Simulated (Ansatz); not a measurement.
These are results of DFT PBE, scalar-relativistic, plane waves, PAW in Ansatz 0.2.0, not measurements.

Structure of Hg:

```
CELL_PARAMETERS angstrom
2.10712 1.21655 1.91922
-2.10712 1.21655 1.91922
0.00000 -2.43309 1.91922
ATOMIC_POSITIONS crystal
Hg 0.00000 0.00000 0.00000
```

Cutoff 420 eV; k points 12×12×12 on the computed 1-atom cell (Γ-centred); Gaussian smearing, width 0.10 eV; no spin polarisation.

Levels along Γ–T–H2 | H0–L–Γ–S0 | S2–F–Γ, in eV from the Fermi level, sorted by energy at each point. Points in fractions of the primitive reciprocal vectors: Γ (0.000 0.000 0.000), T (0.500 0.500 0.500), H2 (0.565 0.435 0.500), H0 (0.500 -0.435 0.435), L (0.500 0.000 0.000), S0 (0.467 -0.467 0.000), S2 (0.533 0.000 0.467), F (0.500 0.000 0.500).
```
point k (1/Å, with 2π) band 7  band 8  band 9  band 10  band 11  band 12  band 13
    Γ             0.000   -7.64   -5.96   -5.96    -5.92     9.44     9.44     9.56
    -             0.234   -7.55   -6.01   -6.01    -5.99     8.86     8.98     8.98
    -             0.468   -6.88   -6.17   -6.17    -6.14     7.92     8.04     8.04
    -             0.702   -6.61   -6.40   -6.40    -5.48     7.11     7.11     7.32
    -             0.935   -6.70   -6.40   -6.40    -3.85     6.32     6.32     7.05
    -             1.169   -6.93   -5.93   -5.93    -1.76     5.68     5.68     6.88
    -             1.403   -7.10   -5.55   -5.55     0.70     5.23     5.23     5.84
    T             1.637   -7.16   -5.40   -5.40     3.31     3.45     5.07     5.07
    -             1.665   -7.16   -5.41   -5.41     3.31     3.42     5.07     5.09
    -             1.693   -7.16   -5.42   -5.41     3.33     3.33     5.05     5.15
    -             1.721   -7.15   -5.43   -5.41     3.20     3.35     5.04     5.24
    -             1.748   -7.14   -5.45   -5.42     3.03     3.37     5.01     5.34
    -             1.776   -7.13   -5.47   -5.43     2.84     3.40     4.98     5.45
    -             1.804   -7.12   -5.50   -5.43     2.64     3.43     4.95     5.55
   H2             1.832   -7.11   -5.54   -5.45     2.42     3.46     4.91     5.66
   H0             1.832   -7.11   -5.54   -5.45     2.42     3.46     4.91     5.66
    -             2.017   -6.96   -5.86   -5.57     0.92     3.28     5.05     6.29
    -             2.202   -6.74   -6.26   -5.78    -0.45     2.34     6.02     6.89
    -             2.387   -6.67   -6.52   -6.06    -1.51     1.24     7.37     7.66
    -             2.572   -6.78   -6.51   -6.16    -2.23     0.21     8.69     8.88
    -             2.758   -6.67   -6.51   -6.03    -2.66    -0.62     9.99    10.40
    -             2.943   -6.53   -6.43   -5.93    -2.88    -1.18    11.43    11.69
    L             3.128   -6.47   -6.40   -5.90    -2.94    -1.38    12.24    12.25
    -             3.273   -6.45   -6.38   -5.91    -3.75    -0.42    12.08    12.10
    -             3.419   -6.38   -6.33   -5.91    -4.88     1.16    11.63    11.68
    -             3.565   -6.28   -6.24   -5.93    -5.86     2.92    11.05    11.06
    -             3.710   -6.68   -6.17   -6.13    -5.93     4.77    10.43    10.45
    -             3.856   -7.26   -6.06   -6.04    -5.94     6.68     9.90     9.96
    -             4.001   -7.58   -5.99   -5.97    -5.93     8.48     9.56     9.64
    Γ             4.147   -7.64   -5.96   -5.96    -5.92     9.44     9.44     9.56
    -             4.346   -7.58   -5.99   -5.98    -5.95     8.38     8.79     9.71
    -             4.545   -7.09   -6.08   -6.05    -6.00     6.77     7.32    10.37
    -             4.744   -6.60   -6.13   -6.11    -5.88     5.40     5.71    11.42
    -             4.943   -6.69   -6.21   -6.20    -4.80     4.17     4.37    12.77
    -             5.142   -6.29   -6.28   -6.20    -3.33     2.81     3.60    11.25
    -             5.341   -6.34   -6.33   -5.76    -1.67     1.74     2.97     8.84
   S0             5.540   -6.37   -6.35   -5.47    -0.16     1.14     2.26     7.35
   S2             5.540   -6.37   -6.35   -5.47    -0.16     1.14     2.26     7.35
    -             5.554   -6.38   -6.35   -5.46    -0.08     1.12     2.22     7.30
    -             5.568   -6.38   -6.35   -5.45    -0.02     1.10     2.18     7.25
    -             5.582   -6.38   -6.35   -5.44     0.04     1.09     2.14     7.22
    -             5.596   -6.38   -6.35   -5.44     0.09     1.08     2.11     7.19
    -             5.610   -6.38   -6.35   -5.43     0.12     1.07     2.09     7.17
    -             5.624   -6.38   -6.35   -5.43     0.14     1.06     2.08     7.16
    F             5.638   -6.38   -6.35   -5.43     0.15     1.06     2.07     7.15
    -             5.837   -6.36   -6.33   -5.59    -1.44     2.38     2.59     7.57
    -             6.035   -6.31   -6.28   -5.99    -3.25     3.22     4.09     8.95
    -             6.234   -6.50   -6.24   -6.20    -4.80     4.43     5.17    11.22
    -             6.432   -6.62   -6.15   -6.11    -5.99     5.86     6.18    11.17
    -             6.631   -7.06   -6.18   -6.03    -6.03     7.34     7.38    10.28
    -             6.829   -7.56   -6.01   -5.98    -5.96     8.66     8.77     9.70
    Γ             7.028   -7.64   -5.96   -5.96    -5.92     9.44     9.44     9.56
```

Spin-orbit coupling is left out, which matters for the bands of heavy elements.